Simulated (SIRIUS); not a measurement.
Set up this calculation in SIRIUS 7.10.0, as the native input.

| Property | Result |
| --- | --- |
| Task | single point |
| Functional | PBE |
| Potentials or basis | PseudoDojo 0.4 PBE stringent (scalar relativistic) |
| Cutoff | 1054 eV |
| Density cutoff | 4214 eV |
| k mesh | 8 × 8 × 4 |
| Occupations | fermi-dirac, width 0.05 eV |
| Spin | no spin polarisation |
| Libxc names | ["XC_GGA_X_PBE", "XC_GGA_C_PBE"] |
| Energy tol | 1e-08 Ha |
| Density tol | 1e-06 |
| Mixer | anderson |
| Mixing beta | 0.7 |
| Max scf | 100 |
| Radial cutoff for the potentials' integrals | 6.5 bohr |

Crystal: BP.

```
CELL_PARAMETERS angstrom
3.06678 0.00000 0.00000
-1.53339 2.65591 0.00000
0.00000 0.00000 5.07887
ATOMIC_POSITIONS crystal
B 0.00000 0.00000 0.00000
B 0.00000 0.00000 0.50000
P 0.33333 0.66667 0.25000
P 0.66667 0.33333 0.75000
```

The cell was built by a generator and needn't be a form met in nature.

These files were run (other wordings do the same):

sirius.json

```json
{
  "control": {
    "processing_unit": "cpu",
    "verbosity": 2,
    "num_bands_to_print": 15,
    "print_forces": true,
    "print_stress": true
  },
  "parameters": {
    "electronic_structure_method": "pseudopotential",
    "xc_functionals": ["XC_GGA_X_PBE", "XC_GGA_C_PBE"],
    "gk_cutoff": 8.8,
    "pw_cutoff": 17.6,
    "ngridk": [8, 8, 4],
    "shiftk": [0, 0, 0],
    "smearing": "fermi_dirac",
    "smearing_width": 0.0018374661,
    "num_bands": 15,
    "num_mag_dims": 0,
    "num_dft_iter": 100,
    "energy_tol": 1e-08,
    "density_tol": 1e-06
  },
  "iterative_solver": {
    "type": "davidson",
    "min_tolerance": 1e-09,
    "tolerance_scale": [0.1, 0.25]
  },
  "mixer": {
    "type": "anderson",
    "beta": 0.7,
    "max_history": 8
  },
  "settings": {
    "tol_ne": 1e-10,
    "pseudo_grid_cutoff": 6.5
  },
  "unit_cell": {
    "lattice_vectors": [
      [5.79537428448, 0.0, 0.0],
      [-2.89768714224, 5.018942511655, 0.0],
      [0.0, 0.0, 9.597673322578]
    ],
    "atom_coordinate_units": "lattice",
    "atom_types": ["B", "P"],
    "atom_files": {
      "B": "B.json",
      "P": "P.json"
    },
    "atoms": {
      "B": [
        [0.0, 0.0, 0.0],
        [0.0, 0.0, 0.5]
      ],
      "P": [
        [0.33333, 0.66667, 0.25],
        [0.66667, 0.33333, 0.75]
      ]
    }
  }
}
```

Potentials or basis: PseudoDojo 0.4 PBE stringent (scalar relativistic).

The run is started by

```sh
$ upf_to_json B.upf
$ upf_to_json P.upf
$ OMP_NUM_THREADS=1 sirius.scf --input=sirius.json --output=out.json --task=0
```

Results of the run:

```json
{
  "Pressure": "-0.4 GPa",
  "Band gap on the k mesh": "none (metal or under the smearing width)"
}
```

Wall time 110 s on 1 thread of Arm Neoverse V1 (shared host), peak memory 0.74 GiB.
